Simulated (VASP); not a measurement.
# Au: relaxation of cell and atoms with PBE

The system is Au.

```
CELL_PARAMETERS angstrom
2.74841 0.00000 0.00000
0.00000 2.74841 0.00000
0.00000 0.00000 2.74841
ATOMIC_POSITIONS crystal
Au 0.50000 0.50000 0.50000
```

The cell was built by a generator and needn't be a form met in nature.

```yaml
Program: VASP 6.6.1
Task: relaxation of cell and atoms
Functional: PBE
Potentials_or_basis: VASP PAW PBE potentials, release 64 (Au)
Cutoff: 600 eV
k_mesh: 10 × 10 × 10
Occupations: methfessel-paxton, width 0.1 eV
Spin: no spin polarisation
Further_INCAR_settings: ALGO = Fast; EDIFF = 1e-07; IBRION = 2; EDIFFG = -0.01; NSW = 60; ISIF = 3
```

* Relaxed volume: 20.79 Å³/atom
* Relaxed cell: a = 2.750 Å, b = 2.750 Å, c = 2.750 Å, α = 90.00°, β = 90.00°, γ = 90.00°
* Space group after relaxing (to 0.05 Å): Pm-3m (No. 221)
* Energy gained by relaxing: 0.0 meV/atom
* Ionic steps: 3
* Pressure after relaxing: 0.0 GPa
* Band gap on the k mesh: none (metal or under the smearing width)

Final structure:
```
Au
1.0
     2.74963    0.00000    0.00000
     0.00000    2.74963    0.00000
     0.00000    0.00000    2.74963
Au
1
Direct
  0.50000 0.50000 0.50000
```

Levels at points of the mesh, in eV from the Fermi level:
```
           k point  band 3  band 4  band 5  band 6  band 7  band 8
(0.00, 0.00, 0.00)   -5.61   -1.46   -1.46   -1.46   13.81   13.81
(0.50, 0.00, 0.00)   -2.88   -2.88   -1.33   -0.44    2.01   16.30
(0.50, 0.50, 0.00)   -2.63   -2.63   -0.33    3.82    3.82    6.34
(0.50, 0.50, 0.50)   -4.89   -0.23   -0.23    8.38    8.38    8.38
```

Run time: 14 s on 1 thread of Intel(R) Xeon(R) Platinum 8488C (Sapphire Rapids), with other jobs on the host, peak memory 0.15 GiB.

The run has no spin-orbit coupling, so splittings on Au are missing.
